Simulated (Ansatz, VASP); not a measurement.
## Te2Mo: VASP beside Ansatz

One calculation is typed for both programs; each brings its own data sets. How far apart do they land? The cell is taken from a series of runs on this material, whose earlier steps may have relaxed, scaled, displaced or heated it; both programs get it as it stands.

Method: plane waves, with VASP 6.6.1 beside it; HSE06, in Ansatz 0.2.0.

**1. Set-up**

The cell holds 6 atoms: 2 Mo and 4 Te. Its edges and angles: a = 3.439 Å, b = 3.439 Å, c = 43.800 Å, α = 90.0°, β = 90.0°, γ = 120.0°. Vacuum lies along c.

**2. Ansatz: single point, HSE06**

Ansatz runs on its default PAW (the set named soft_2) files.

With cell and atoms fixed, the geometry can't cause a difference; cores, projectors, grids and the points listed under the comparison can.

Contents of input.yaml:

```yaml
crystal:
  lattice:
    - [3.4387698212, 0.0, 0.0]
    - [-1.7193849106, 2.9780620229, 0.0]
    - [0.0, 0.0, 43.8]
  atoms:
    - { symbol: Mo, position: [0.3333333333, 0.6666666667, 0.4238334462] }
    - { symbol: Te, position: [0.6666666667, 0.3333333333, 0.4653560059] }
    - { symbol: Te, position: [0.6666666667, 0.3333333333, 0.3824001195] }
    - { symbol: Mo, position: [0.6666666667, 0.3333333333, 0.5761665538] }
    - { symbol: Te, position: [0.3333333333, 0.6666666667, 0.6175998805] }
    - { symbol: Te, position: [0.3333333333, 0.6666666667, 0.5346439941] }
  periodic: [true, true, false]
kpoints:
  mp_grid: { grid: [6, 6, 1] }
  band_path:
    path:
      - [0.0, 0.0, 0.0]
      - [0.5, 0.0, 0.0]
      - [0.3333333333, 0.3333333333, 0.0]
      - [0.2, 0.2, 0.0]
    npoints: 1
hamiltonian:
  xc: hse06
scf:
  occupations: { method: fixed }
  n_extra_bands: 6
output:
  eigenvalues: true
```

Run with:

```console
> ansatz run input.yaml --threads 3 --pin off --max-ram 92160MiB --backend cuda --events-out ev --progress --plain --runs-dir out --devices 1 --max-vram 13GiB
```

Numbers of over 12 decimals in the logs are rounded to 6 here.

Output:

```text
scf.n_extra_bands = 6 over 46 filled bands (N_el = 92.0): the run solves 52 bands
GPUs: using 1 of 1 available (devices: 1).
Engine: ansatz 0.2.0, x86_64-unknown-linux-gnu
Pseudopotentials: kind: paw
Pseudopotential: Mo, paw, valence charge 14, recommended cutoff 420 eV (normal), Mo.paw.azcp
Pseudopotential: Te, paw, valence charge 16, recommended cutoff 420 eV (normal), Te.paw.azcp
Functional definition: HSE06
  parameter a = 0.25
  parameter omega = 0.11/bohr
  exchange = pbe_x - a*pbe_x_sr(omega) + a*exact_x_sr(omega)
  correlation = pbe_c
davidson cushion auto → on  (no smearing: the cushion is to keep the highest requested band from converging to the state above it; pin scf.eigensolver.cushion to override)
device memory: the entry about to start is reckoned to put 4.5 GiB on a device that reports 33.1 GiB free (of which the cap on the GPU budget leaves the run 13.0 GiB)
GPU FFT provider: cuFFT
GPU libraries: cuBLAS 13.8.2, cuFFT 12.4.0, cuSOLVER 12.3.4
Crystal: 6 atoms, lattice volume = 448.550 Å³
Basis set: ecut = 420 eV, 8715 PW (Γ)
Bands: 52, of which v1, the nominal top of the filled ones, is band 46 counted from 1 (45 counted from 0)
Symmetry: 12 space group operations
Space group: P-3m1 (ITA 164), of the structure as read, at distance tolerance 7.7e-5 Å
k-points: 7 of 36
Non-local potential: Mo, projectors of the file, l = 0: 3, l = 1: 2, l = 2: 2, l = 3: 1
Non-local potential: Te, projectors of the file, l = 0: 2, l = 1: 2, l = 2: 2, l = 3: 2
PAW form: soft (Blöchl's): semilocal exchange-correlation on the pseudo side does not see the compensation charge
PAW frozen core: Mo, regenerated for the run's functional, and the local potential with it (the file was generated under x = pbe(κ = 0.804, μ = 0.219515), c = pbe(β = 0.066725))
PAW frozen core: Te, regenerated for the run's functional, and the local potential with it (the file was generated under x = pbe(κ = 0.804, μ = 0.219515), c = pbe(β = 0.066725))
PAW one-centre angular grid: Mo, 590 points (default); XC on 64 Gauss nodes
PAW one-centre angular grid: Te, 590 points (default); XC on 64 Gauss nodes
Initial density: superposition of atomic densities (neutral atoms: chi_scale 0, normalization atom), corrected by the library's trained network
Initial wavefunctions: pseudopotential atomic-orbital guess
GPU buffer pool allocated for 172800 grid points (all kernels)
GPU transforms: local potential and band sums: pruned to the plane-wave sphere, on 24×24×300
Functional: x = pbe(κ = 0.804, μ = 0.219515), c = pbe(β = 0.066725), warm-up for x = pbe(κ = 0.804, μ = 0.219515) + 0.25 (exact − pbe) at short range (hse, ω = 0.207870 Å⁻¹), c = pbe(β = 0.066725); HSE06 as pw.x's `hse` composes it (authors' and Libxc's form: `xc: wpbeh`)
SCF iter   1: F=—  HF=-37833.141689 eV  |F-HF|=—  |Δ(HF+E_count)|=         —  Δρ=2.95e-3  dr2=1.17e-1  ethr=1.77e-3  ⟨swp⟩=6.7  Hψ=1564  notcnv=0
preconditioner: auto → none  [insulator: Δε(μ)=0.724 eV  Ē_g=6.624 eV  n_scr=28 (ndim 8)  ℏωp=10.5 eV  f_vac=0.675]
SCF iter   2: F=—  HF=-37833.382783 eV  |F-HF|=—  |Δ(HF+E_count)|=   2.41e-1  Δρ=5.73e-3  dr2=3.12e0  ethr=1.27e-4  ⟨swp⟩=5.1  Hψ=1068  notcnv=0
SCF iter   3: F=—  HF=-37833.148531 eV  |F-HF|=—  |Δ(HF+E_count)|=   2.34e-1  Δρ=1.26e-3  dr2=1.48e-2  ethr=1.27e-4  ⟨swp⟩=4.3  Hψ=968  notcnv=0
SCF iter   4: F=—  HF=-37833.152768 eV  |F-HF|=—  |Δ(HF+E_count)|=   4.24e-3  Δρ=1.03e-3  dr2=1.65e-2  ethr=1.61e-5  ⟨swp⟩=3.9  Hψ=883  notcnv=0
iter 5 solved again at ethr=1.18e-6 eV; its pass at ethr=1.61e-5 eV (dr2=1.08e-3 eV) is discarded
SCF iter   5: F=—  HF=-37833.151191 eV  |F-HF|=—  |Δ(HF+E_count)|=   1.58e-3  Δρ=3.96e-4  dr2=1.19e-3  ethr=1.18e-6  ⟨swp⟩=3.0  Hψ=1679  notcnv=0
SCF iter   6: F=—  HF=-37833.151317 eV  |F-HF|=—  |Δ(HF+E_count)|=   1.27e-4  Δρ=1.17e-4  dr2=6.04e-5  ethr=1.18e-6  ⟨swp⟩=2.9  Hψ=822  notcnv=0
SCF iter   7: F=-37833.151341 eV  HF=-37833.151342 eV  |F-HF|=1.03e-7  |Δ(HF+E_count)|=   2.43e-5  Δρ=2.60e-5  dr2=2.16e-6  ethr=6.57e-8  ⟨swp⟩=4.1  Hψ=979  notcnv=0
SCF 1 stopped early in 7 iterations: F = -37833.151341 eV  dr2 = 2.16e-6
  greatest PAW one-centre occupation: 0.998 electrons in one spin orbital (limit 2), on the Mo atom at site 3 (counted from 0), in its partial waves of l = 0
device memory: the entry about to start is reckoned to put 5.4 GiB (of the 5.5 GiB reckoned in all, the device holds 0.1 GiB already) on a device that reports 29.4 GiB free (of which the cap on the GPU budget leaves the run 12.9 GiB)
GPU FFT provider: cuFFT
GPU libraries: cuBLAS 13.8.2, cuFFT 12.4.0, cuSOLVER 12.3.4
Initial density: handed on by an earlier stage of this run
Initial wavefunctions: those handed on with the density
GPU buffer pool allocated for 172800 grid points (all kernels)
GPU transforms: local potential and band sums: pruned to the plane-wave sphere, on 24×24×300
Functional: x = pbe(κ = 0.804, μ = 0.219515) + 0.25 (exact − pbe) at short range (hse, ω = 0.207870 Å⁻¹), c = pbe(β = 0.066725); HSE06 as pw.x's `hse` composes it (authors' and Libxc's form: `xc: wpbeh`)
Exchange kernel: α = 0.2500, screened, ω = 0.2079 Å⁻¹, Wigner–Seitz truncation, v(0) = 1045.8540 eV·Å³, q-mesh 6×6×1, nearest image of the exchange supercell L = 20.63 Å, pair-density grid 18×18×192, without the augmentation charges, whose exchange is taken in its separable form by FFT convolution over the k-point mesh (sized by the pseudopotential files, 20×20×300 at the most), smooth part of the exact exchange by density-matrix convolution in up to 10.52 GiB of GPU memory as planned if the GPU has room (build and FFT work areas not counted)
Frozen-core exchange: fock
SCF iter   1: F=—  HF=-37855.001369 eV  |F-HF|=—  |Δ(HF+E_count)|=         —  Δρ=5.54e-3  dr2=3.00e-1  ethr=2.35e-8  ⟨swp⟩=10.7  Hψ=2404  notcnv=0
preconditioner: auto → none  [insulator: Δε(μ)=1.164 eV  Ē_g=7.763 eV  n_scr=28 (ndim 8)  ℏωp=10.5 eV  f_vac=0.675]
SCF iter   2: F=—  HF=-37855.141128 eV  |F-HF|=—  |Δ(HF+E_count)|=   1.40e-1  Δρ=8.79e-3  dr2=1.43e0  ethr=2.35e-8  ⟨swp⟩=9.0  Hψ=2287  notcnv=0  defer=2  recentre
SCF iter   3: F=—  HF=-37854.960304 eV  |F-HF|=—  |Δ(HF+E_count)|=   1.81e-1  Δρ=2.60e-3  dr2=5.43e-2  ethr=2.35e-8  ⟨swp⟩=8.7  Hψ=2221  notcnv=0  defer=2
SCF iter   4: F=—  HF=-37854.966567 eV  |F-HF|=—  |Δ(HF+E_count)|=   6.26e-3  Δρ=1.17e-3  dr2=1.09e-2  ethr=2.35e-8  ⟨swp⟩=6.6  Hψ=1767  notcnv=0
SCF iter   5: F=—  HF=-37854.964744 eV  |F-HF|=—  |Δ(HF+E_count)|=   1.82e-3  Δρ=3.50e-4  dr2=7.09e-4  ethr=2.35e-8  ⟨swp⟩=5.9  Hψ=1580  notcnv=0
SCF iter   6: F=—  HF=-37854.966820 eV  |F-HF|=—  |Δ(HF+E_count)|=   2.08e-3  Δρ=4.30e-4  dr2=2.57e-3  ethr=2.35e-8  ⟨swp⟩=5.0  Hψ=1408  notcnv=0
SCF iter   7: F=-37854.966449 eV  HF=-37854.966451 eV  |F-HF|=2.03e-6  |Δ(HF+E_count)|=   3.69e-4  Δρ=2.33e-5  dr2=5.99e-6  ethr=2.35e-8  ⟨swp⟩=5.0  Hψ=1209  notcnv=0
SCF 2 stopped early in 7 iterations: F = -37854.966449 eV  dr2 = 5.99e-6
hybrid outer 1: dexx = +2.000e-2 eV, tail = 2.35e-4 eV
GPU FFT provider: cuFFT
GPU libraries: cuBLAS 13.8.2, cuFFT 12.4.0, cuSOLVER 12.3.4
GPU buffer pool allocated for 172800 grid points (all kernels)
GPU transforms: local potential and band sums: pruned to the plane-wave sphere, on 24×24×300
Exchange kernel: α = 0.2500, screened, ω = 0.2079 Å⁻¹, Wigner–Seitz truncation, v(0) = 1045.8540 eV·Å³, q-mesh 6×6×1, nearest image of the exchange supercell L = 20.63 Å, pair-density grid 18×18×192, without the augmentation charges, whose exchange is taken in its separable form by FFT convolution over the k-point mesh (sized by the pseudopotential files, 20×20×300 at the most), smooth part of the exact exchange by density-matrix convolution in up to 10.52 GiB of GPU memory as planned if the GPU has room (build and FFT work areas not counted)
Frozen-core exchange: fock
SCF iter   1: F=—  HF=-37854.966622 eV  |F-HF|=—  |Δ(HF+E_count)|=         —  Δρ=2.38e-5  dr2=2.82e-6  ethr=1.28e-6  ⟨swp⟩=2.0  Hψ=805  notcnv=0
preconditioner: auto → none  [insulator: Δε(μ)=1.172 eV  Ē_g=7.684 eV  n_scr=28 (ndim 8)  ℏωp=10.5 eV  f_vac=0.676]
SCF iter   2: F=—  HF=-37854.966626 eV  |F-HF|=—  |Δ(HF+E_count)|=   3.14e-6  Δρ=1.63e-5  dr2=1.81e-6  ethr=2.71e-9  ⟨swp⟩=4.6  Hψ=1342  notcnv=0
SCF iter   3: F=—  HF=-37854.966625 eV  |F-HF|=—  |Δ(HF+E_count)|=   3.94e-7  Δρ=7.00e-6  dr2=3.46e-7  ethr=1.86e-9  ⟨swp⟩=2.3  Hψ=808  notcnv=0
iter 4 solved again at ethr=2.88e-12 eV; its pass at ethr=2.61e-10 eV (dr2=2.65e-9 eV) is discarded
SCF iter   4: F=-37854.966625 eV  HF=-37854.966625 eV  |F-HF|=1.28e-9  |Δ(HF+E_count)|=   2.35e-8  Δρ=9.88e-7  dr2=2.41e-8  ethr=2.88e-12  ⟨swp⟩=4.0  Hψ=2198  notcnv=0
eigensolver tolerance schedule calibrated: the retry pair's looser diagonalisation under-reported the residual by θ = 0.22 (0.11/decade); ethr = c·dr2/N_el runs at the constant in force after the calibration composes with the one it found (an armed cap, an earlier calibration), c = 7.9e-2
SCF 3 converged in 4 iterations: F = -37854.966625 eV  dr2 = 2.41e-8
hybrid outer 2: dexx = +3.043e-6 eV, tail = 8.18e-8 eV, Δε = 1.31e-3 eV (about 5.13e-5 eV left of the loop's levels)
device memory: the entry about to start is reckoned to put 1.6 GiB on a device that reports 27.4 GiB free (of which the cap on the GPU budget leaves the run 13.0 GiB)
NSCF: frozen V_eff on 4 k-points
hybrid SCF converged: 2 outer / 11 inner (+7 warm-up), last move |dexx| = 3.04e-6 eV, tail = 8.18e-8 eV
Stability not checked: this state was not tested for a lower state beside it, because the functional holds exact exchange (a hybrid, or Hartree-Fock), whose exchange loop this test does not read (fock_operator; see scf.lower_state_search)
Free energy (F): -37854.966626 eV
Frozen-core exchange: fock
Harris-Foulkes:  -37854.966626 eV  (|F-HF|=1.28e-9)
Internal energy: -37854.966626 eV  (E = F + TS)
E sigma→0 (E₀):  -37854.966626 eV
Fermi energy:    -4.830252 eV
--- Per-component energies (eV) ---
  E_band       = -2920.056126
  E_kinetic    = 1611.059944
  E_local      = -506805.365246  (includes V_loc(G=0)·N_el)
  E_nonlocal   = -961.558611
  E_hartree    = 253057.521359
  E_xc         = -698.134864
  E_vxc        = -703.631647  (∫ρ·V_xc dr)
  E_exx        = -265.326921  (= α·E_x^exact, valence–valence)
  E_paw        = -24979.757717  (= ΣΔE_a)
  E_vpaw       = -1644.929896  (= ΣTr[D̂ρ^β])
  E_aug_tail   = -0.000626  (compensation charges beyond the density's cutoff)
  E_ewald      = 241188.197382
  E_core_change = -1.601326  (= ΣΔE_core)
  E_smearing   = -0.000000  (= −TS)
  E_closure    = 0.000000  (closes the sum)
  Σ components = -37854.966626   (vs F -37854.966626, Δ=-1.46e-11)
--- Band table (eV; the first three rows and the last of 7) ---
  k-point 0: bands = [... 42 lower, -6.0483, -6.0090, -6.0090, -4.8303, -1.2605, -1.2605, -1.0561, -1.0561, ... 2 higher]
  k-point 1: bands = [... 42 lower, -6.3454, -6.0885, -6.0438, -5.3568, -2.4864, -2.3643, -2.1377, -2.0119, ... 2 higher]
  k-point 2: bands = [... 42 lower, -6.4715, -6.2854, -5.8348, -5.6764, -3.2438, -2.8979, -2.8490, -2.6043, ... 2 higher]
  k-point 6: bands = [... 42 lower, -7.2689, -7.2689, -5.2983, -5.0510, -3.3259, -3.3259, -3.3121, -2.5009, ... 2 higher]
  the weakly bound empty levels are not read free of the cell's end (exact_exchange)
```

**3. VASP: single point, HSE06**

The same cell, functional and mesh now go to VASP, with its own data sets.

Lines of VASP's logs that name or quote its potential files are left out, and so is its time.

The run reads the wave functions of an earlier VASP run, which isn't shown here.

Contents of INCAR:

```
SYSTEM = Te2Mo
PREC = Accurate
ENCUT = 400
EDIFF = 1E-06
NELM = 100
ISMEAR = 0
SIGMA = 0.01
LREAL = .FALSE.
ALGO = Normal
LHFCALC = .TRUE.
AEXX = 0.25
GGA = PE
HFSCREEN = 0.208
LASPH = .TRUE.
NBANDS = 32
PRECFOCK = Fast
LORBIT = 11
LWAVE = .FALSE.
LCHARG = .FALSE.
ISIF = 2
LDIPOL = .TRUE.
IDIPOL = 3
DIPOL = 0.5 0.5 0.5
LVHAR = .TRUE.
```

Contents of POSCAR:

```
Te2Mo
1.0
    3.4387698212      0.0000000000      0.0000000000
   -1.7193849106      2.9780620229      0.0000000000
    0.0000000000      0.0000000000     43.8000000000
Mo Te
2 4
Direct
    0.3333333333      0.6666666667      0.4238334462
    0.6666666667      0.3333333333      0.5761665538
    0.6666666667      0.3333333333      0.4653560059
    0.6666666667      0.3333333333      0.3824001195
    0.3333333333      0.6666666667      0.6175998805
    0.3333333333      0.6666666667      0.5346439941
```

Contents of KPOINTS:

```
Automatic mesh
0
Gamma
6 6 1
0 0 0
```

PAW data sets: Mo_sv and Te (PBE family, release 64).

Run with:

```console
> export OMP_NUM_THREADS=3
> mpirun -np 1 vasp_std
```

Output:

```text
[banner, memory and clock lines left out]
running    1 mpi-ranks, on    1 nodes
 distrk:  each k-point on    1 cores,    1 groups
 distr:  one band on    1 cores,    1 groups
 Offloading initialized ...    1 GPUs detected
 POSCAR found type information on POSCAR MoTe
 POSCAR found :  2 types and       6 ions
 LDA part: xc-table for (Slater+PW92), standard interpolation
 found WAVECAR, reading the header
 POSCAR, INCAR and KPOINTS ok, starting setup
 FFT: planning ... GRIDC
 FFT: planning ... GRID_SOFT
 FFT: planning ... GRID
 reading WAVECAR
 the WAVECAR file was read successfully
 initial charge from wavefunction
 entering main loop
       N       E                     dE             d eps       ncg     rms          rms(c)
DAV:   1    -0.434976711368E+02   -0.43498E+02   -0.44356E+00   448   0.109E+01    0.234E+01
DAV:   2    -0.434667006663E+02    0.30970E-01   -0.25042E-01   448   0.346E+00    0.156E+01
DAV:   3    -0.434720940737E+02   -0.53934E-02   -0.27314E-02   496   0.811E-01    0.920E+00
DAV:   4    -0.434694447383E+02    0.26493E-02   -0.15268E-02   480   0.586E-01    0.547E+00
DAV:   5    -0.434697608481E+02   -0.31611E-03   -0.23649E-03   488   0.261E-01    0.349E+00
DAV:   6    -0.434697302267E+02    0.30621E-04   -0.99877E-04   504   0.160E-01    0.217E+00
DAV:   7    -0.434697257945E+02    0.44322E-05   -0.99570E-05   544   0.701E-02    0.129E+00
DAV:   8    -0.434697322217E+02   -0.64272E-05   -0.52839E-05   520   0.342E-02    0.769E-01
DAV:   9    -0.434697324620E+02   -0.24031E-06   -0.10352E-05   512   0.195E-02    0.470E-01
DAV:  10    -0.434697340102E+02   -0.15482E-05   -0.26290E-06   432   0.686E-03    0.280E-01
DAV:  11    -0.434697339452E+02    0.64982E-07   -0.12753E-06   344   0.707E-03
   1 F= -.43469734E+02 E0= -.43469734E+02  d E =-.830258-144
```

[end of part 1 of 2]

[Lines on the potential files, build, host, timing and source positions are cut from VASP's logs without a mark.]

[Logs are printed without paths, hosts, clocks, repeated set-up lines and the standing remarks that a program may print on its own settings, such as how far it seeks lower states.]

[Hosts, paths, dates, database ids (printed as entryN), source tags and the programs' standing remarks are cut or masked in the printed files.]
